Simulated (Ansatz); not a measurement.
Here is an Ansatz 0.2.0 calculation.

input.yaml

```yaml
crystal:
  lattice:
    - [-1.443, 1.443, 1.443]
    - [1.443, -1.443, 1.443]
    - [1.443, 1.443, -1.443]
  atoms:
    - { symbol: Fe, position: [0.0, 0.0, 0.0], spin: 3.0 }
kpoints:
  mp_grid: { grid: [13, 13, 13] }
scf:
  occupations: { method: fermi_dirac, width: 0.05 }
hamiltonian:
  xc: pbesol
  pseudopotentials: { kind: all_electron, lapw: { basis_error: 0.001 } }
magnetization:
  spin_polarized: true
output:
  forces: true
  stress: true
relax:
  f_tol: 0.01
  max_steps: 60
  cell: {}
```

Potentials or basis: all-electron LAPW, scalar-relativistic.

The run is started by

```console
$ ansatz run input.yaml --threads 2 --pin off --max-ram 6144MiB --backend cpu --events-out ev --progress --plain --runs-dir out
```

Question: What does it give for the space group after relaxing (to 0.05 Å)?

Answer: Im-3m (No. 229).

Question: What does it give for the net moment?

Answer: 2.05 μB per cell.

Question: What does it give for the relaxed cell?

Answer: a = 2.411 Å, b = 2.411 Å, c = 2.411 Å, α = 109.47°, β = 109.47°, γ = 109.47°.

Final structure:
```xyz
1
Lattice="-1.3920 1.3920 1.3920 1.3920 -1.3920 1.3920 1.3920 1.3920 -1.3920" Properties=species:S:1:pos:R:3 pbc="T T T"
Fe    0.0000    0.0000    0.0000
```
